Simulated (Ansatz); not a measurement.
Level of theory: Ansatz, DFT PBE, scalar-relativistic, plane waves, PAW. All cells share a 420 eV cutoff and Γ-centred k meshes spaced at most about 0.3 Å⁻¹ (about 0.25 or finer for metals, 2π included). No spin polarisation in the final relaxations.

Temperature and zero-point effects are left out.

Compare these two cells of Al5Cu, each relaxed at this level.

A.

```yaml
crystal:
  lattice:
    - [4.47166, 0.00000, 0.00000]
    - [-2.23583, 3.87257, 0.00000]
    - [0.00000, 0.00000, 5.51209]
  atoms:
    - { symbol: Al, position: [0.33333, 0.66667, 0.13416] }
    - { symbol: Al, position: [0.66667, 0.33333, 0.36075] }
    - { symbol: Al, position: [0.00000, 0.00000, 0.50000] }
    - { symbol: Al, position: [0.33333, 0.66667, 0.63925] }
    - { symbol: Al, position: [0.66667, 0.33333, 0.86584] }
    - { symbol: Cu, position: [0.00000, 0.00000, 0.00000] }
```

B.

```yaml
crystal:
  lattice:
    - [2.83470, 0.00000, 0.00000]
    - [-1.41735, 2.45492, 0.00000]
    - [0.00000, 0.00000, 13.52237]
  atoms:
    - { symbol: Al, position: [0.33333, 0.66667, 0.82452] }
    - { symbol: Al, position: [0.33333, 0.66667, 0.17548] }
    - { symbol: Al, position: [0.66667, 0.33333, 0.00000] }
    - { symbol: Al, position: [0.66667, 0.33333, 0.34962] }
    - { symbol: Al, position: [0.66667, 0.33333, 0.65038] }
    - { symbol: Cu, position: [0.33333, 0.66667, 0.50000] }
```

Question: Which is lower in energy, and by how much?

Answer: B is lower, by 78 meV/atom. A has Al and Cu ordered on bcc sites, space group P-3m1 (No. 164), 15.9 Å³/atom and no gap on its mesh; B has Al and Cu ordered on hcp sites, space group P-6m2 (No. 187), 15.7 Å³/atom and no gap. Counting all near atoms (those within 1.25 times the shortest distance at each site; a plus sign parts nearer from farther groups; a slash parts the counts of unlike sites), A has Al 11+3/14/8+6, Cu 8+6 and B has Al 12, Cu 12. In A, Al on a site of symmetry 3m has 3 Cu at 2.69 Å, 8 Al at 2.73–2.98 Å and 3 Al at 3.28 Å; around Al on a second site of symmetry 3m lie 11 Al at 2.69–3.00 Å and 3 Cu at 3.26 Å; Cu has 8 Al at 2.69–2.76 Å and 6 Al at 3.26 Å; 1 more site not described. In B, around Al on a site of symmetry 3m lie 12 Al at 2.83–2.88 Å; Al on a site of symmetry -6m2 has 12 Al at 2.83–2.88 Å; Cu has 6 Al at 2.61 Å and 6 Cu at 2.83 Å; 1 more site not described. Both come from invented guesses. A third cell relaxed alike, in P4/mmm, lies 54 meV/atom below the lower of the two.

Cells relaxed within their symmetry can be saddle points.

B's advantage of 78 meV/atom most likely reflects the host lattice more than the number of Al–Cu contacts. Aluminium, a nearly free-electron sp metal, favours close packing over bcc, and B keeps that packing even though its copper is gathered into complete planes. In A, copper has only aluminium among its near neighbours, yet this greater mixing doesn't make up the difference.

Within B, the Cu–Cu distance of 2.83 Å is well stretched relative to elemental copper, so these contacts are probably weak. The short Al–Cu distance of 2.61 Å suggests that the adjoining aluminium layers relax towards the smaller copper atoms, helped by hybridisation between Al sp and Cu states. Size and bonding can't be separated from the geometry alone.

B is not the ground state at this composition, since the P4/mmm cell lies a further 54 meV/atom down. Nor does the ordering of these cells establish stability against separation into fcc aluminium and Al2Cu, the phases expected in equilibrium on the aluminium-rich side.
